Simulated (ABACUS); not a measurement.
# ZrC (Fm-3m) in ABACUS: notebook

The runs below take ZrC through equation of state, with PBE.

Program: ABACUS 3.10.1. These are calculated values, not measurements. Logs are shortened: lines on timing, memory, paths and dates and some standing lists are left out, and cuts for length are marked.

## (1) Starting point

The structure is cubic, space group Fm-3m (No. 225). The conventional cell has a = 4.730 Å, b = 4.730 Å, c = 4.730 Å, α = 90.00°, β = 90.00°, γ = 90.00°. Zr (site symmetry m-3m) is surrounded by 6 C at 2.37 Å. Around C (site symmetry m-3m) lie 6 Zr at 2.37 Å.

## (2) Equation of state, PBE, 12.43 Å³/atom (volume scaled by 0.94)

INPUT reads:

```
INPUT_PARAMETERS
suffix              ZrC
calculation         scf
basis_type          pw
pseudo_dir          ./
symmetry            1
dft_functional      pbe
ecutwfc             82
pseudo_rcut         7
nspin               1
nbands              12
ks_solver           dav
smearing_method     fd
smearing_sigma      0.00367493
scf_thr             1e-08
scf_nmax            100
mixing_type         broyden
mixing_beta         0.7
cal_force           1
cal_stress          1
kpar                4
```

STRU reads:

```
ATOMIC_SPECIES
Zr 91.2240 40_Zr_12_2.0_2.5_pbe_n_v1.0.upf
C 12.0110 06_C_4_1.2_1.2_pbe_n_v1.0.upf

LATTICE_CONSTANT
1.8897261246

LATTICE_VECTORS
0.0000000000 2.3167211471 2.3167211471
2.3167211471 0.0000000000 2.3167211471
2.3167211471 2.3167211471 0.0000000000

ATOMIC_POSITIONS
Direct

Zr
0.0
1
0.5000000000 0.5000000000 0.5000000000 1 1 1

C
0.0
1
0.0000000000 0.0000000000 0.0000000000 1 1 1
```

KPT reads:

```
K_POINTS
0
Gamma
7 7 7 0 0 0
```

Potentials or basis: SPMS ONCV 1.0 PBE, plane waves.

Command:

```console
$ OMP_NUM_THREADS=1 mpirun -np 4 abacus > log
```

running log:

```text
ABACUS v3.10.1

               Atomic-orbital Based Ab-initio Computation at UStc

 ------------------------------------------------------------------------------------

 READING GENERAL INFORMATION
                           global_out_dir = OUT.ZrC/
                           global_in_card = INPUT
                               pseudo_dir = ./
                              orbital_dir =
                                    DSIZE = 4
                                    GSIZE = 1

 READING UNITCELL INFORMATION
                                    ntype = 2
                  lattice constant (Bohr) = 1.88973
              lattice constant (Angstrom) = 1

 READING ATOM TYPE 1
                               atom label = Zr
                      L=0, number of zeta = 1
                      L=1, number of zeta = 1
                      L=2, number of zeta = 1
             number of atom for this type = 1

 READING ATOM TYPE 2
                               atom label = C
                      L=0, number of zeta = 1
                      L=1, number of zeta = 1
                      L=2, number of zeta = 1
             number of atom for this type = 1

                        TOTAL ATOM NUMBER = 2
DIRECT COORDINATES
    atom                   x                   y                   z     mag                  vx                  vy                  vz
taud_Zr1            0.5000000000        0.5000000000        0.5000000000  0.0000        0.0000000000        0.0000000000        0.0000000000
taud_C1            0.0000000000        0.0000000000        0.0000000000  0.0000        0.0000000000        0.0000000000        0.0000000000

                          Volume (Bohr^3) = 167.822
                             Volume (A^3) = 24.8686

 Lattice vectors: (Cartesian coordinate: in unit of a_0)
                   +0            +2.31672            +2.31672
             +2.31672                  +0            +2.31672
             +2.31672            +2.31672                  +0
 Reciprocal vectors: (Cartesian coordinate: in unit of 2 pi/a_0)
            -0.215822           +0.215822           +0.215822
            +0.215822           -0.215822           +0.215822
            +0.215822           +0.215822           -0.215822
 The esolver type has been set to : ksdft_pw

                PAO radial cut off (Bohr) = 7

 Read in pseudopotential file is 40_Zr_12_2.0_2.5_pbe_n_v1.0.upf
                     pseudopotential type = NC
          exchange-correlation functional = PBE
                 nonlocal core correction = 1
                        valence electrons = 12
                                     lmax = 2
                           number of zeta = 4
                     number of projectors = 6
                           L of projector = 0
[... 5 lines left out ...]
                PAO radial cut off (Bohr) = 7

 Read in pseudopotential file is 06_C_4_1.2_1.2_pbe_n_v1.0.upf
                     pseudopotential type = NC
          exchange-correlation functional = PBE
                 nonlocal core correction = 1
                        valence electrons = 4
                                     lmax = 1
                           number of zeta = 2
                     number of projectors = 4
                           L of projector = 0
                           L of projector = 0
                           L of projector = 1
                           L of projector = 1
     initial pseudo atomic orbital number = 14

 SETUP THE ELECTRONS NUMBER
            electron number of element Zr = 12
      total electron number of element Zr = 12
             electron number of element C = 4
       total electron number of element C = 4
            AUTOSET number of electrons:  = 16
                           occupied bands = 8
                                   NBANDS = 12
                                   NLOCAL = 18

%%%%%%%%%%%%%%%%%%%%%%%%%%%%%%%%%%%%%%%%%%%%%%%%%%%%%%%%%%%%%%%%%%%%%%%%%%%%%%%%%%%%%%%%%%%%%%%%%%%%%%%%%%
 Warning: the number of valence electrons in pseudopotential > 4 for Zr: [Kr] 4d2 5s2
 Pseudopotentials with additional electrons can yield (more) accurate outcomes, but may be less efficient.
 If you're confident that your chosen pseudopotential is appropriate, you can safely ignore this warning.
%%%%%%%%%%%%%%%%%%%%%%%%%%%%%%%%%%%%%%%%%%%%%%%%%%%%%%%%%%%%%%%%%%%%%%%%%%%%%%%%%%%%%%%%%%%%%%%%%%%%%%%%%%

 SETUP THE PLANE WAVE BASIS
 energy cutoff for charge/potential (unit:Ry) = 328
            fft grid for charge/potential = [ 36, 36, 36 ]
                        fft grid division = [ 1, 1, 1 ]
        big fft grid for charge/potential = [ 36, 36, 36 ]
                                     nbxx = 46656
                                     nrxx = 46656

 SETUP PLANE WAVES FOR CHARGE/POTENTIAL
                    number of plane waves = 16865
                         number of sticks = 859

 PARALLEL PW FOR CHARGE/POTENTIAL
     PROC   COLUMNS(POT)             PW
        1            859          16865
 --------------- sum -------------------
        1            859          16865
                            number of |g| = 214
                                  max |g| = 29.5778
                                  min |g| = 0

----------- Double Check Mixing Parameters Begin ------------
mixing_type: broyden
mixing_beta: 0.7
mixing_gg0: 1
mixing_gg0_min: 0.1
mixing_ndim: 8
----------- Double Check Mixing Parameters End ------------

 LATTICE VECTORS: (CARTESIAN COORDINATE: IN UNIT OF A0)
                   +0            +2.31672            +2.31672
             +2.31672                  +0            +2.31672
             +2.31672            +2.31672                  +0
                       right hand lattice = 1
                                   NORM_A = 3.27634
                                   NORM_B = 3.27634
                                   NORM_C = 3.27634
                           ALPHA (DEGREE) = 60
                           BETA  (DEGREE) = 60
                           GAMMA (DEGREE) = 60

 The lattice vectors have been changed (STRU_SIMPLE.cif)

(for optimal symmetric configuration:)
                             BRAVAIS TYPE = 3
                     BRAVAIS LATTICE NAME = 03. Cubic F (face-centered)
                                    ibrav = 3
                                    IBRAV = 3
                                  BRAVAIS = FACE CENTERED CUBIC
                       LATTICE CONSTANT A = 4.63344
Original cell was already a primitive cell.
                        ROTATION MATRICES = 48
              PURE POINT GROUP OPERATIONS = 48
                   SPACE GROUP OPERATIONS = 48
                              POINT GROUP = O_h
               POINT GROUP IN SPACE GROUP = O_h

 SETUP K-POINTS
                                    nspin = 1
                   Input type of k points = Monkhorst-Pack(Gamma)
                                   nkstot = 343
                       right hand lattice = 1
(for reciprocal lattice: )
                             BRAVAIS TYPE = 2
                     BRAVAIS LATTICE NAME = 02. Cubic I (body-centered)
                                    ibrav = 2
                       right hand lattice = 1
(for k-lattice: )
                             BRAVAIS TYPE = 2
                     BRAVAIS LATTICE NAME = 02. Cubic I (body-centered)
                                    ibrav = 2
                       right hand lattice = 1
                        ROTATION MATRICES = 48
                               nkstot_ibz = 20
K-POINTS REDUCTION ACCORDING TO SYMMETRY
     IBZ    DIRECT_X    DIRECT_Y    DIRECT_Z  WEIGHT  ibz2bz
       1  0.00000000  0.00000000  0.00000000  0.0029       0
       2  0.14285714  0.14285714  0.14285714  0.0233       1
       3  0.28571429  0.28571429  0.28571429  0.0233       2
       4  0.42857143  0.42857143  0.42857143  0.0233       3
       5  0.14285714  0.14285714  0.00000000  0.0175       8
       6  0.28571429  0.14285714  0.28571429  0.0700       9
[... 12 lines left out ...]
      19 -0.42857143  0.42857143  0.14285714  0.0700      74
      20 -0.28571429  0.42857143  0.28571429  0.0700      75

                               nkstot now = 20
[... K-POINTS DIRECT COORDINATES: 20 rows ...]

           k-point number in this process = 5
       minimum distributed K point number = 5
[... stars of the k points ...]

[... K-POINTS CARTESIAN COORDINATES: 5 rows ...]

[... K-POINTS DIRECT COORDINATES: 5 rows ...]

 SETUP PLANE WAVES FOR WAVE FUNCTIONS
     energy cutoff for wavefunc (unit:Ry) = 82
              fft grid for wave functions = [ 36, 36, 36 ]
                    number of plane waves = 2445
                         number of sticks = 241

 PARALLEL PW FOR WAVE FUNCTIONS
     PROC   COLUMNS(POT)             PW
        1            241           2445
 --------------- sum -------------------
        1            241           2445

 SETUP NONLOCAL PSEUDOPOTENTIALS IN PLANE WAVE BASIS
 Zr non-local projectors:
 projector 1 L=0
 projector 2 L=0
 projector 3 L=1
 projector 4 L=1
 projector 5 L=2
 projector 6 L=2
 C non-local projectors:
 projector 1 L=0
 projector 2 L=0
 projector 3 L=1
 projector 4 L=1
      TOTAL NUMBER OF NONLOCAL PROJECTORS = 26

 Init Non-Local PseudoPotential table :
 Init Non-Local-Pseudopotential done.

                                     npwx = 2106

 Make real space PAO into reciprocal space.
       max mesh points in Pseudopotential = 701
     dq(describe PAO in reciprocal space) = 0.01
                                    max q = 1091

 number of pseudo atomic orbitals for Zr is 4
WARNING: norm of atomic wavefunction # 3 of atomic type Zr is 0.998038, renormalized
WARNING: norm of atomic wavefunction # 4 of atomic type Zr is 0.987663, renormalized

 number of pseudo atomic orbitals for C is 2
WARNING: norm of atomic wavefunction # 1 of atomic type C is 0.999989, renormalized
WARNING: norm of atomic wavefunction # 2 of atomic type C is 0.999518, renormalized

 -------------------------------------------
 SELF-CONSISTENT
 -------------------------------------------
                                 init_chg = atomic

 PW ALGORITHM --------------- ION=   1  ELEC=   1--------------------------------

 Density error is 0.637475454963
                          Error Threshold = 0.01
----------------------------------------------------------
     Energy           Rydberg                 eV
----------------------------------------------------------
 E_KohnSham     -113.8395430353      -1548.8664429962
 E_Harris       -115.4062397316      -1570.1824451034
 E_Fermi        1.0531304149         14.3285743792
----------------------------------------------------------
[... 75 lines left out ...]
 Density error is 7.01397107871e-10
                          Error Threshold = 7.92498151902e-11
----------------------------------------------------------
     Energy           Rydberg                 eV
----------------------------------------------------------
 E_KohnSham     -114.1305577541      -1552.8259013744
 E_KS(sigma->0) -114.1304497097      -1552.8244313540
 E_Harris       -114.1304270813      -1552.8241234792
 E_band         -2.6766840772        -36.4181551954
 E_one_elec     -6.5779776020        -89.4979767035
 E_Hartree      12.7567574156        173.5645888556
 E_xc           -24.5806696211       -334.4371675029
 E_Ewald        -95.7284518577       -1302.4524059827
 E_entropy(-TS) -0.0002160889        -0.0029400408
 E_descf        0.0000000000         0.0000000000
 E_exx          0.0000000000         0.0000000000
 E_Fermi        1.1464125258         15.5977426094
----------------------------------------------------------

 charge density convergence is achieved
 final etot is -1552.8259014 eV
 EFERMI = 15.597742609 eV

 STATE ENERGY(eV) AND OCCUPATIONS    NSPIN == 1
 1/5 kpoint (Cartesian) = 0.0000 0.0000 0.0000 (2085 pws)
       1       -32.3272     0.00583090
       2       -10.0253     0.00583090
       3       -10.0253     0.00583090
       4       -10.0253     0.00583090
       5        4.13448     0.00583090
       6        16.5934    1.30990e-11
       7        16.7033    1.45554e-12
       8        16.7033    1.45554e-12
       9        16.7033    1.45554e-12
      10        18.5374    1.70828e-28
      11        18.5374    1.70828e-28
      12        23.4042    9.10539e-71
[... 43 lines left out ...]
 5/5 kpoint (Cartesian) = 0.0000 0.0000 0.061664 (2097 pws)
       1       -32.2965      0.0349854
       2       -10.2120      0.0349854
       3       -10.0882      0.0349854
       4       -10.0882      0.0349854
       5        4.73011      0.0349854
       6        13.6724      0.0349854
       7        15.4538      0.0331239
       8        15.4538      0.0331239
       9        15.9127    6.42385e-05
      10        18.7615    1.15902e-29
      11        18.7615    1.15902e-29
      12        18.8178    3.75367e-30

------------------------------------------------------------------------------------------
 TOTAL-FORCE (eV/Angstrom)
------------------------------------------------------------------------------------------
                       Zr1         0.0000000000         0.0000000000         0.0000000000
                        C1         0.0000000000         0.0000000000         0.0000000000
------------------------------------------------------------------------------------------

----------------------------------------------------------------
 TOTAL-STRESS (KBAR)
----------------------------------------------------------------
       124.8426826414         0.0000000000         0.0000000000
         0.0000000000       124.8426826414        -0.0000000000
         0.0000000000        -0.0000000000       124.8426826414
----------------------------------------------------------------
 TOTAL-PRESSURE: 124.842683 KBAR

 --------------------------------------------
 !FINAL_ETOT_IS -1552.8259013744002459 eV
 --------------------------------------------
```

Run time: 1.3 s. Hardware: 4 MPI ranks of AMD EPYC 9R45 (Zen 5), shared host; peak memory 0.28 GiB.

Results:

```
Free energy            : -1552.8259 eV
Pressure               : 12.5 GPa
Band gap on the k mesh : none (metal or under the smearing width)
```

## (3) Equation of state, PBE, 12.96 Å³/atom (volume scaled by 0.98)

INPUT is that of step 2.

Changes to STRU since step 2:

```diff
@@ -8,5 +8,5 @@
 LATTICE_VECTORS
-0.0000000000 2.3167211471 2.3167211471
-2.3167211471 0.0000000000 2.3167211471
-2.3167211471 2.3167211471 0.0000000000
+0.0000000000 2.3491270385 2.3491270385
+2.3491270385 0.0000000000 2.3491270385
+2.3491270385 2.3491270385 0.0000000000
```

KPT is that of step 2.

Potentials or basis: SPMS ONCV 1.0 PBE, plane waves.

Command:

```console
$ OMP_NUM_THREADS=1 mpirun -np 4 abacus > log
```

It took 1.5 s on 4 MPI ranks of AMD EPYC 9R45 (Zen 5), shared host; peak memory 0.28 GiB.

The run converged. Its results:

- Free energy: -1552.8732 eV
- Pressure: 2.1 GPa
- Band gap on the k mesh: none (metal or under the smearing width)

## (4) Equation of state, PBE, 13.49 Å³/atom (volume scaled by 1.02)

INPUT is that of step 3.

Changes to STRU since step 3:

```diff
@@ -8,5 +8,5 @@
 LATTICE_VECTORS
-0.0000000000 2.3491270385 2.3491270385
-2.3491270385 0.0000000000 2.3491270385
-2.3491270385 2.3491270385 0.0000000000
+0.0000000000 2.3806627081 2.3806627081
+2.3806627081 0.0000000000 2.3806627081
+2.3806627081 2.3806627081 0.0000000000
```

KPT is that of step 3.

Command:

```console
$ OMP_NUM_THREADS=1 mpirun -np 4 abacus > log
```

Run time: 1.7 s. Hardware: 4 MPI ranks of AMD EPYC 9R45 (Zen 5), shared host; peak memory 0.28 GiB.

Results (log left out):

* Free energy: -1552.8583 eV
* Pressure: -6.4 GPa
* Band gap on the k mesh: none (metal or under the smearing width)

## (5) Equation of state, PBE, 14.02 Å³/atom (volume scaled by 1.06)

INPUT is that of step 4.

Changes to STRU since step 4:

```diff
@@ -8,5 +8,5 @@
 LATTICE_VECTORS
-0.0000000000 2.3806627081 2.3806627081
-2.3806627081 0.0000000000 2.3806627081
-2.3806627081 2.3806627081 0.0000000000
+0.0000000000 2.4113843250 2.4113843250
+2.4113843250 0.0000000000 2.4113843250
+2.4113843250 2.4113843250 0.0000000000
```

KPT is that of step 4.

Command:

```console
$ OMP_NUM_THREADS=1 mpirun -np 4 abacus > log
```

It took 1.6 s on 4 MPI ranks of AMD EPYC 9R45 (Zen 5), shared host; peak memory 0.28 GiB.

It converged, with:

```yaml
Free_energy: -1552.7928 eV
Pressure: -13.3 GPa
Band_gap_on_the_k_mesh: none (metal or under the smearing width)
```

## (6) Equation of state, PBE

Potentials or basis: SPMS ONCV 1.0 PBE, plane waves.

No new run: the results of the series are fitted here.

Results:

```yaml
Equilibrium_volume: 13.09 Å³/atom
Bulk_modulus: 221 GPa
Pressure_derivative_of_the_bulk_modulus: "4.1 (rough: it moves with the points fitted)"
```

Energy against volume, from the lowest point:
```csv
volume (Å³/atom),energy (meV/atom)
12.434,23.64
12.963,0.00
13.493,7.44
14.022,40.20
```
